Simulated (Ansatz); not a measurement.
FeO (Wuestite):

```
CELL_PARAMETERS angstrom
0.00000 2.15540 2.15540
2.15540 0.00000 2.15540
2.15540 2.15540 0.00000
ATOMIC_POSITIONS crystal
Fe 0.00000 0.00000 0.00000
O 0.50000 0.50000 0.50000
```

Base run:

- Program: Ansatz 0.2.0
- Functional: RPBE
- Potentials or basis: Ansatz PAW
- Cutoff: 420 eV (not typed: the program's choice for these potentials)
- k mesh: 11 × 11 × 11
- Occupations: fermi-dirac, width 0.05 eV
- Spin: collinear spin, ferromagnetic start
- Starting moments: [3.0, 0.0] μB

Its results: band gap on the k mesh none (metal or under the smearing width); pressure 5.3 GPa; net moment 4.00 μB per cell; site moments Fe +3.46; O +0.32 μB.

Problem. The run is repeated on the same cell with these changes: functional from RPBE to revPBE. What comes out?

Solution. Band gap on the k mesh none (metal or under the smearing width); pressure 3.9 GPa; net moment 4.00 μB per cell; site moments Fe +3.46; O +0.32 μB.

Caveats: a cell with one magnetic atom can't hold antiferromagnetic order, which such compounds often take; semilocal functionals often make such compounds metallic where correlation or magnetic order opens a gap, which also shifts bond lengths; the PAW data sets come from PBE, with cores solved anew for the run's functional, which leaves a small shift of forces and pressure.
